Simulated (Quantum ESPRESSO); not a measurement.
# Cu (I4/mmm) in Quantum ESPRESSO: notebook

One crystal, Cu, is run at these levels: PBEsol, PBE; tasks: phonons and electron-phonon coupling.

All numbers are computed with Quantum ESPRESSO 7.5; they aren't measurements. Logs are shortened: lines on timing, memory, paths and dates and some standing lists are left out, and cuts for length are marked.

### Step 1. The structure

The structure is tetragonal, space group I4/mmm (No. 139). Conventional cell: a = 2.886 Å, b = 2.886 Å, c = 2.752 Å, α = 90.00°, β = 90.00°, γ = 90.00°. Cu (site symmetry 4/mmm) has 10 Cu at 2.46 to 2.75 Å as nearest neighbours.

This isn't the form of Cu at room conditions, which is fcc.

### Step 2. Phonons and electron-phonon coupling, PBEsol

Contents of pw.in:

```
&CONTROL
  calculation = 'scf'
  prefix = 'pwscf'
  outdir = './tmp'
  pseudo_dir = './pseudo'
  tprnfor = .true.
  tstress = .true.
  disk_io = 'low'
/
&SYSTEM
  ibrav = 0
  celldm(1) = 8
  nat = 1
  ntyp = 1
  ecutwfc = 56
  ecutrho = 448
  nbnd = 16
  occupations = 'smearing'
  smearing = 'mp'
  degauss = 0.01999163
/
&ELECTRONS
  conv_thr = 2d-10
  electron_maxstep = 120
  mixing_beta = 0.5
/
ATOMIC_SPECIES
Cu    63.5460 cu_pbesol_v1.2.uspp.F.UPF
CELL_PARAMETERS alat
 -0.3408105286549   0.3408105286549   0.3250521332097
  0.3408105286549  -0.3408105286549   0.3250521332097
  0.3408105286549   0.3408105286549  -0.3250521332097
ATOMIC_POSITIONS crystal
Cu     0.0000000000    0.0000000000    0.0000000000
K_POINTS automatic
9 9 9 0 0 0
```

Contents of relax.in:

```
&CONTROL
  calculation = 'vc-relax'
  prefix = 'pwscf'
  outdir = './tmp'
  pseudo_dir = './pseudo'
  tprnfor = .true.
  tstress = .true.
  disk_io = 'low'
  nstep = 40
  forc_conv_thr = 0.0001
  etot_conv_thr = 1d-06
/
&SYSTEM
  ibrav = 0
  celldm(1) = 8
  nat = 1
  ntyp = 1
  ecutwfc = 56
  ecutrho = 448
  nbnd = 16
  occupations = 'smearing'
  smearing = 'mp'
  degauss = 0.01999163
/
&ELECTRONS
  conv_thr = 2d-10
  electron_maxstep = 120
  mixing_beta = 0.5
/
&IONS
  ion_dynamics = 'bfgs'
/
&CELL
  cell_dynamics = 'bfgs'
  press = 0
  press_conv_thr = 0.2
/
ATOMIC_SPECIES
Cu    63.5460 cu_pbesol_v1.2.uspp.F.UPF
CELL_PARAMETERS alat
 -0.3408105286549   0.3408105286549   0.3250521332097
  0.3408105286549  -0.3408105286549   0.3250521332097
  0.3408105286549   0.3408105286549  -0.3250521332097
ATOMIC_POSITIONS crystal
Cu     0.0000000000    0.0000000000    0.0000000000
K_POINTS automatic
9 9 9 0 0 0
```

Contents of scf2.in:

```
&CONTROL
  calculation = 'scf'
  prefix = 'pwscf'
  outdir = './tmp'
  pseudo_dir = './pseudo'
  tprnfor = .true.
  tstress = .true.
  disk_io = 'low'
/
&SYSTEM
  ibrav = 0
  celldm(1) = 8
  nat = 1
  ntyp = 1
  ecutwfc = 56
  ecutrho = 448
  nbnd = 16
  occupations = 'smearing'
  smearing = 'mp'
  degauss = 0.01999163
/
&ELECTRONS
  conv_thr = 1d-13
  electron_maxstep = 120
  mixing_beta = 0.5
  startingpot = 'file'
  startingwfc = 'file'
/
ATOMIC_SPECIES
Cu    63.5460 cu_pbesol_v1.2.uspp.F.UPF
CELL_PARAMETERS alat
 -0.3489170358403   0.3489170358403   0.3083095402892
  0.3489170358403  -0.3489170358403   0.3083095402892
  0.3489170358403   0.3489170358403  -0.3083095402892
ATOMIC_POSITIONS crystal
Cu     0.0000000000    0.0000000000    0.0000000000
K_POINTS automatic
9 9 9 0 0 0
```

Contents of dense.in:

```
&CONTROL
  calculation = 'scf'
  prefix = 'pwscf'
  outdir = './tmp'
  pseudo_dir = './pseudo'
  tprnfor = .true.
  tstress = .true.
  disk_io = 'low'
/
&SYSTEM
  ibrav = 0
  celldm(1) = 8
  nat = 1
  ntyp = 1
  ecutwfc = 56
  ecutrho = 448
  nbnd = 16
  occupations = 'smearing'
  smearing = 'mp'
  degauss = 0.01999163
  la2F = .true.
/
&ELECTRONS
  conv_thr = 1d-12
  electron_maxstep = 120
  mixing_beta = 0.5
  startingpot = 'file'
/
ATOMIC_SPECIES
Cu    63.5460 cu_pbesol_v1.2.uspp.F.UPF
CELL_PARAMETERS alat
 -0.3489170358403   0.3489170358403   0.3083095402892
  0.3489170358403  -0.3489170358403   0.3083095402892
  0.3489170358403   0.3489170358403  -0.3083095402892
ATOMIC_POSITIONS crystal
Cu     0.0000000000    0.0000000000    0.0000000000
K_POINTS automatic
27 27 27 0 0 0
```

Contents of scf3.in:

```
&CONTROL
  calculation = 'scf'
  prefix = 'pwscf'
  outdir = './tmp'
  pseudo_dir = './pseudo'
  tprnfor = .true.
  tstress = .true.
  disk_io = 'low'
/
&SYSTEM
  ibrav = 0
  celldm(1) = 8
  nat = 1
  ntyp = 1
  ecutwfc = 56
  ecutrho = 448
  nbnd = 16
  occupations = 'smearing'
  smearing = 'mp'
  degauss = 0.01999163
/
&ELECTRONS
  conv_thr = 1d-12
  electron_maxstep = 120
  mixing_beta = 0.5
  startingpot = 'file'
/
ATOMIC_SPECIES
Cu    63.5460 cu_pbesol_v1.2.uspp.F.UPF
CELL_PARAMETERS alat
 -0.3489170358403   0.3489170358403   0.3083095402892
  0.3489170358403  -0.3489170358403   0.3083095402892
  0.3489170358403   0.3489170358403  -0.3083095402892
ATOMIC_POSITIONS crystal
Cu     0.0000000000    0.0000000000    0.0000000000
K_POINTS automatic
9 9 9 0 0 0
```

Contents of ph.in:

```
phonon_bands of Cu
&INPUTPH
  prefix = 'pwscf'
  outdir = './tmp'
  tr2_ph = 1d-18
  fildyn = 'dyn'
  niter_ph = 90
  alpha_mix(1) = 0.4
  ldisp = .true.
  nq1 = 3
  nq2 = 3
  nq3 = 3
  electron_phonon = 'interpolated'
  el_ph_sigma = 0.005
  el_ph_nsigma = 10
  fildvscf = 'dvscf'
/
```

Contents of q2r.in:

```
&INPUT
  fildyn = 'dyn'
  zasr = 'crystal'
  flfrc = 'fc'
  la2F = .true.
/
```

Contents of matdyn.in:

```
&INPUT
  asr = 'crystal'
  flfrc = 'fc'
  flfrq = 'freq'
  q_in_cryst_coord = .true.
  flvec = ' '
/
80
 0.0000000000  0.0000000000  0.0000000000
 0.0000000000  0.0000000000  0.0625000000
 0.0000000000  0.0000000000  0.1250000000
 0.0000000000  0.0000000000  0.1875000000
 0.0000000000  0.0000000000  0.2500000000
 0.0000000000  0.0000000000  0.3125000000
 0.0000000000  0.0000000000  0.3750000000
 0.0000000000  0.0000000000  0.4375000000
 0.0000000000  0.0000000000  0.5000000000
-0.0625000000  0.0625000000  0.5000000000
-0.1250000000  0.1250000000  0.5000000000
-0.1875000000  0.1875000000  0.5000000000
-0.2500000000  0.2500000000  0.5000000000
-0.3125000000  0.3125000000  0.5000000000
-0.3750000000  0.3750000000  0.5000000000
-0.4375000000  0.4375000000  0.5000000000
-0.5000000000  0.5000000000  0.5000000000
-0.4615384615  0.4615384615  0.4615384615
-0.4230769231  0.4230769231  0.4230769231
-0.3846153846  0.3846153846  0.3846153846
-0.3461538462  0.3461538462  0.3461538462
-0.3076923077  0.3076923077  0.3076923077
-0.2692307692  0.2692307692  0.2692307692
-0.2307692308  0.2307692308  0.2307692308
-0.1923076923  0.1923076923  0.1923076923
-0.1538461538  0.1538461538  0.1538461538
-0.1153846154  0.1153846154  0.1153846154
-0.0769230769  0.0769230769  0.0769230769
-0.0384615385  0.0384615385  0.0384615385
 0.0000000000  0.0000000000  0.0000000000
 0.0342458003  0.0342458003 -0.0342458003
 0.0684916006  0.0684916006 -0.0684916006
 0.1027374009  0.1027374009 -0.1027374009
 0.1369832012  0.1369832012 -0.1369832012
 0.1712290015  0.1712290015 -0.1712290015
 0.2054748018  0.2054748018 -0.2054748018
 0.2397206021  0.2397206021 -0.2397206021
 0.2739664024  0.2739664024 -0.2739664024
 0.3082122027  0.3082122027 -0.3082122027
 0.3424580029  0.3424580029 -0.3424580029
 0.3767038032  0.3767038032 -0.3767038032
 0.4109496035  0.4109496035 -0.4109496035
 0.4451954038  0.4451954038 -0.4451954038
 0.4274503671  0.4274503671 -0.3819958217
 0.4097053304  0.4097053304 -0.3187962395
 0.3919602937  0.3919602937 -0.2555966573
 0.3742152570  0.3742152570 -0.1923970752
 0.3564702203  0.3564702203 -0.1291974930
 0.3387251836  0.3387251836 -0.0659979108
 0.3209801468  0.3209801468 -0.0027983287
 0.3032351101  0.3032351101  0.0604012535
 0.2854900734  0.2854900734  0.1236008357
 0.2677450367  0.2677450367  0.1868004178
 0.2500000000  0.2500000000  0.2500000000
 0.2083333333  0.2916666667  0.2083333333
 0.1666666667  0.3333333333  0.1666666667
 0.1250000000  0.3750000000  0.1250000000
 0.0833333333  0.4166666667  0.0833333333
 0.0416666667  0.4583333333  0.0416666667
 0.0000000000  0.5000000000  0.0000000000
-0.0494661560  0.5060893996  0.0494661560
-0.0989323120  0.5121787991  0.0989323120
-0.1483984679  0.5182681987  0.1483984679
-0.1978646239  0.5243575983  0.1978646239
-0.2473307799  0.5304469979  0.2473307799
-0.2967969359  0.5365363974  0.2967969359
-0.3462630919  0.5426257970  0.3462630919
-0.3957292479  0.5487151966  0.3957292479
-0.4451954038  0.5548045962  0.4451954038
-0.5000000000  0.5000000000  0.5000000000
 0.0000000000  0.0000000000  0.5000000000
 0.0277777778  0.0277777778  0.4722222222
 0.0555555556  0.0555555556  0.4444444444
 0.0833333333  0.0833333333  0.4166666667
 0.1111111111  0.1111111111  0.3888888889
 0.1388888889  0.1388888889  0.3611111111
 0.1666666667  0.1666666667  0.3333333333
 0.1944444444  0.1944444444  0.3055555556
 0.2222222222  0.2222222222  0.2777777778
 0.2500000000  0.2500000000  0.2500000000
```

Contents of matdyn_dos.in:

```
&INPUT
  asr = 'crystal'
  flfrc = 'fc'
  dos = .true.
  fldos = 'phdos'
  nk1 = 13
  nk2 = 13
  nk3 = 13
  deltaE = 1
  flvec = ' '
  flfrq = ' '
/
```

Contents of matdyn_a2f.in:

```
&INPUT
  asr = 'crystal'
  flfrc = 'fc'
  la2F = .true.
  dos = .true.
  fldos = 'dos2'
  nk1 = 11
  nk2 = 11
  nk3 = 11
  ndos = 60
  el_ph_nsigma = 10
  flfrq = 'dosfreq2'
  flvec = ' '
/
```

Contents of matdyn_mesh.in:

```
&INPUT
  asr = 'crystal'
  flfrc = 'fc'
  flfrq = 'mesh'
  q_in_cryst_coord = .true.
  flvec = ' '
/
1000
 0.05000000  0.05000000  0.05000000
 0.05000000  0.05000000  0.15000000
 0.05000000  0.05000000  0.25000000
[... 997 further points of the even 10 x 10 x 10 mesh, shifted by half a step ...]
```

Potentials or basis: GBRV 1.5 PBEsol.

On the command line:

```console
> OMP_NUM_THREADS=1 mpirun -n 4 pw.x -nk 4 -in pw.in > pw.out
> OMP_NUM_THREADS=1 mpirun -n 4 pw.x -nk 4 -in relax.in > relax.out
> OMP_NUM_THREADS=1 mpirun -n 4 pw.x -nk 4 -in scf2.in > scf2.out
> OMP_NUM_THREADS=1 mpirun -n 4 pw.x -nk 4 -in dense.in > dense.out
> OMP_NUM_THREADS=1 mpirun -n 4 pw.x -nk 4 -in scf3.in > scf3.out
> OMP_NUM_THREADS=1 mpirun -n 4 ph.x -nk 4 -in ph.in > ph.out
> OMP_NUM_THREADS=1 mpirun -n 1 q2r.x -in q2r.in > q2r.out
> OMP_NUM_THREADS=1 mpirun -n 1 matdyn.x -in matdyn.in > matdyn.out
> OMP_NUM_THREADS=1 mpirun -n 1 matdyn.x -in matdyn_dos.in > matdyn_dos.out
> OMP_NUM_THREADS=1 mpirun -n 1 matdyn.x -in matdyn_a2f.in > matdyn_a2f.out
> OMP_NUM_THREADS=1 mpirun -n 1 matdyn.x -in matdyn_mesh.in > matdyn_mesh.out
```

pw.out:

```text
This program is part of the open-source Quantum ESPRESSO suite
     for quantum simulation of materials; please cite
         "P. Giannozzi et al., J. Phys.:Condens. Matter 21 395502 (2009);
         "P. Giannozzi et al., J. Phys.:Condens. Matter 29 465901 (2017);
         "P. Giannozzi et al., J. Chem. Phys. 152 154105 (2020);
     in publications or presentations arising from this work. More details at

     Message from routine setup:
     using ibrav=0 with symmetry is DISCOURAGED, use correct ibrav instead

     K-points division:     npool     =       4
     Subspace diagonalization in iterative solution of the eigenvalue problem:
     a serial algorithm will be used

     G-vector sticks info
     --------------------
     sticks:   dense  smooth     PW     G-vecs:    dense   smooth      PW
     Sum         713     363    121                12397     4353     847

     Using Slab Decomposition

     bravais-lattice index     =            0
     lattice parameter (alat)  =       8.0000  a.u.
     unit-cell volume          =      77.3231 (a.u.)^3
     number of atoms/cell      =            1
     number of atomic types    =            1
     number of electrons       =        19.00
     number of Kohn-Sham states=           16
     kinetic-energy cutoff     =      56.0000  Ry
     charge density cutoff     =     448.0000  Ry
     scf convergence threshold =      2.0E-10
     mixing beta               =       0.5000
     number of iterations used =            8  plain     mixing
     Exchange-correlation= SLA  PW   PSX  PSC
                           (   1   4  10   8   0   0   0)

     celldm(1)=   8.000000  celldm(2)=   0.000000  celldm(3)=   0.000000
     celldm(4)=   0.000000  celldm(5)=   0.000000  celldm(6)=   0.000000

     crystal axes: (cart. coord. in units of alat)
               a(1) = (  -0.340811   0.340811   0.325052 )
               a(2) = (   0.340811  -0.340811   0.325052 )
               a(3) = (   0.340811   0.340811  -0.325052 )

     reciprocal axes: (cart. coord. in units 2 pi/alat)
               b(1) = (  0.000000  1.467091  1.538215 )
               b(2) = (  1.467091  0.000000  1.538215 )
               b(3) = (  1.467091  1.467091  0.000000 )

     PseudoPot. # 1 for Cu read from file:
     cu_pbesol_v1.2.uspp.F.UPF
     Pseudo is Ultrasoft + core correction, Zval = 19.0
     Generated by new atomic code, or converted to UPF format
     Using radial grid of  867 points,  6 beta functions with:
                l(1) =   0
                l(2) =   0
                l(3) =   1
                l(4) =   1
                l(5) =   2
                l(6) =   2
     Q(r) pseudized with  8 coefficients,  rinner =    1.150   1.150   1.150
                                                       1.150   1.150

     atomic species   valence    mass     pseudopotential
     Cu               19.00    63.54600     Cu( 1.00)

     16 Sym. Ops., with inversion, found

   Cartesian axes

     site n.     atom                  positions (alat units)
         1        Cu     tau(   1) = (   0.0000000   0.0000000   0.0000000  )

     number of k points=    75  Methfessel-Paxton smearing, width (Ry)=  0.0200
                       cart. coord. in units 2pi/alat
        k(    1) = (   0.0000000   0.0000000   0.0000000), wk =   0.0027435
        k(    2) = (   0.1630101   0.1630101   0.0000000), wk =   0.0109739
        k(    3) = (   0.3260202   0.3260202   0.0000000), wk =   0.0109739
        k(    4) = (   0.4890303   0.4890303   0.0000000), wk =   0.0109739
        k(    5) = (   0.6520404   0.6520404   0.0000000), wk =   0.0109739
        k(    6) = (   0.1630101   0.0000000   0.1709128), wk =   0.0219479
[... 67 lines left out ...]
        k(   74) = (  -0.0000000   0.0000000   1.3673020), wk =   0.0054870
        k(   75) = (   0.0000000   1.3040807   0.0000000), wk =   0.0109739

     Dense  grid:    12397 G-vectors     FFT dimensions: (  32,  32,  32)

     Smooth grid:     4353 G-vectors     FFT dimensions: (  24,  24,  24)

     Check: negative core charge=   -0.000002

     Initial potential from superposition of free atoms

     starting charge      18.0000, renormalised to      19.0000
     Starting wfcs are   13 randomized atomic wfcs +    3 random wfcs

     Self-consistent Calculation

     iteration #  1     ecut=    56.00 Ry     beta= 0.50
     Davidson diagonalization with overlap
     ethr =  1.00E-02,  avg # of iterations =  5.7

     total energy              =    -400.84089711 Ry
     estimated scf accuracy    <       5.32486049 Ry
[... 120 lines left out ...]
     iteration # 19     ecut=    56.00 Ry     beta= 0.50
     Davidson diagonalization with overlap
     ethr =  6.02E-12,  avg # of iterations =  1.6

     End of self-consistent calculation

          k = 0.0000 0.0000 0.0000 (   563 PWs)   bands (ev):

   -95.7507 -53.2338 -53.2155 -53.2155   6.8399  13.2530  13.4434  13.4434
    14.3265  14.5496  41.3607  41.3607  42.6160  45.3685  45.3685  45.4105
[... 268 lines left out ...]
   -95.7316 -53.3085 -53.2761 -53.2639  12.5626  12.5712  12.7611  14.5433
    14.6197  20.5592  24.2526  24.5738  25.0629  52.2098  52.9881  54.5836

          k =-0.0000 0.0000 0.6837 (   562 PWs)   bands (ev):

   -95.7358 -53.2933 -53.2549 -53.2549  10.4725  13.4468  13.5156  13.5156
    14.0174  15.1296  32.4889  32.4889  33.4491  34.7657  47.1371  47.1372

          k =-0.0000-0.1630 0.8546 (   549 PWs)   bands (ev):
[... 81 lines left out ...]
   -95.7224 -53.3191 -53.3088 -53.2900  11.9857  12.1031  14.3501  14.4521
    15.0066  19.9919  23.8661  27.7718  32.2261  33.4260  37.4126  51.5646

          k =-0.0000 0.0000 1.3673 (   546 PWs)   bands (ev):

   -95.7191 -53.3217 -53.3120 -53.3120  11.8071  11.8328  14.8769  14.8769
    15.0410  24.0303  24.5956  24.5956  30.0798  31.0533  35.2317  54.8324

          k = 0.0000 1.3041 0.0000 (   536 PWs)   bands (ev):

   -95.7192 -53.3188 -53.3138 -53.3122  11.7806  11.8291  14.9161  14.9486
    14.9859  22.4810  24.5587  26.3746  30.3513  31.7463  33.9301  55.1294

     the Fermi energy is    16.4670 ev

!    total energy              =    -403.51091510 Ry
     estimated scf accuracy    <          7.3E-12 Ry
     smearing contrib. (-TS)   =      -0.00014014 Ry
     internal energy E=F+TS    =    -403.51077496 Ry

     The total energy is F=E-TS. E is the sum of the following terms:
     one-electron contribution =    -264.04915902 Ry
     hartree contribution      =     143.69545692 Ry
     xc contribution           =     -38.41139024 Ry
     ewald contribution        =    -244.74568261 Ry

     convergence has been achieved in  19 iterations

     Forces acting on atoms (cartesian axes, Ry/au):

     atom    1 type  1   force =     0.00000000    0.00000000    0.00000000

     Total force =     0.000000     Total SCF correction =     0.000000

     Computing stress (Cartesian axis) and pressure

          total   stress  (Ry/bohr**3)                   (kbar)     P=      -10.47
  -0.00001513   0.00000000  -0.00000000           -2.23        0.00       -0.00
   0.00000000  -0.00001513   0.00000000            0.00       -2.23        0.00
  -0.00000000   0.00000000  -0.00018321           -0.00        0.00      -26.95

=------------------------------------------------------------------------------=
   JOB DONE.
=------------------------------------------------------------------------------=
```

Wall time 11 min (4 MPI ranks of Arm Neoverse V2, shared host); peak memory 0.4 GiB.

What came out:

* Free energy: -5490.0536 eV
* Relaxed volume: 11.39 Å³/atom
* Relaxed cell: a = 2.463 Å, b = 2.463 Å, c = 2.463 Å, α = 106.31°, β = 106.31°, γ = 116.00°
* Space group after relaxing (to 0.05 Å): I4/mmm (No. 139)
* Pressure after relaxing: 0.0 GPa
* Band gap on the k mesh: none (metal or under the smearing width)
* Highest phonon frequency: 269 cm⁻¹
* Most unstable mode: 70i cm⁻¹

Step by step:
| step | energy change (eV) | largest force (eV/Å) | pressure (GPa) | volume (Å³) |
| --- | --- | --- | --- | --- |
| 1 | 0.0000 | 0.0000 | -1.05 | 11.46 |
| 2 | -0.0007 | 0.0000 | -0.10 | 11.40 |
| 3 | -0.0014 | 0.0000 | 0.37 | 11.36 |
| 4 | -0.0023 | 0.0000 | 0.85 | 11.33 |
| 5 | -0.0038 | 0.0000 | 1.34 | 11.30 |
| 6 | -0.0056 | 0.0000 | 2.23 | 11.24 |
| 7 | -0.0054 | 0.0000 | 3.03 | 11.20 |
| 8 | -0.0058 | 0.0000 | 2.55 | 11.23 |
| 9 | -0.0060 | 0.0000 | 2.43 | 11.23 |
| 10 | -0.0063 | 0.0000 | 2.14 | 11.25 |
| 11 | -0.0067 | 0.0000 | 1.61 | 11.29 |
| 12 | -0.0071 | 0.0000 | 0.81 | 11.34 |
| 13 | -0.0072 | 0.0000 | 0.01 | 11.39 |
| 14 | -0.0072 | 0.0000 | -0.01 | 11.39 |

Final structure:
```
Cu
1.0
    -1.47711    1.47711    1.30520
     1.47711   -1.47711    1.30520
     1.47711    1.47711   -1.30520
Cu
1
Cartesian
  0.0000 0.0000 0.0000
```

Levels at points of the mesh, in eV from the Fermi level:
```csv
k point,band 7,band 8,band 9,band 10,band 11,band 12,band 13,band 14
"(0.00, 0.00, 0.00)",-2.88,-2.88,-2.40,-1.79,23.74,23.74,27.78,28.23
```

Phonon frequencies in cm⁻¹ (negative: imaginary):
```tsv
q point	frequencies
(0.000, 0.000, 0.000)	0 0 0
(0.000, 0.000, 0.438)	-70 153 259
(-0.375, 0.375, 0.500)	210 231 251
(-0.308, 0.308, 0.308)	186 208 210
(-0.038, 0.038, 0.038)	29 31 32
(0.205, 0.205, -0.205)	157 157 192
(0.445, 0.445, -0.445)	218 246 246
(0.321, 0.321, -0.003)	118 212 231
(0.125, 0.375, 0.125)	116 172 247
(-0.198, 0.524, 0.198)	160 206 256
(0.000, 0.000, 0.500)	-70 155 264
(0.194, 0.194, 0.306)	126 200 203
```

Phonon frequencies at the corners of the path (cm⁻¹, interpolated; i marks imaginary ones):
```tsv
point	frequencies
Γ	0 0 0
X	70i 155 264
M	216 250 250
Z	218 246 246
P	168 168 205
N	81 176 269
Z1	218 246 246
```

Phonon states per cell in windows of 20 cm⁻¹ (negative: imaginary):
| from (cm⁻¹) | total |
| --- | --- |
| -80 | 0.00 |
| -60 | 0.01 |
| -40 | 0.02 |
| -20 | 0.02 |
| 0 | 0.02 |
| 20 | 0.03 |
| 40 | 0.07 |
| 60 | 0.12 |
| 80 | 0.20 |
| 100 | 0.25 |
| 120 | 0.23 |
| 140 | 0.25 |
| 160 | 0.36 |
| 180 | 0.30 |
| 200 | 0.26 |
| 220 | 0.36 |
| 240 | 0.47 |
| 260 | 0.03 |

Caveat: the k mesh is coarse; the mesh is thin for the phonons of a metal; some modes are imaginary; λ from interpolated matrix elements is rough: modes that symmetry makes equal can differ by tens of percent; the q mesh is small, so phonon branches between its points and thermal values are rough.

(Part 1 of 2 ends here.)
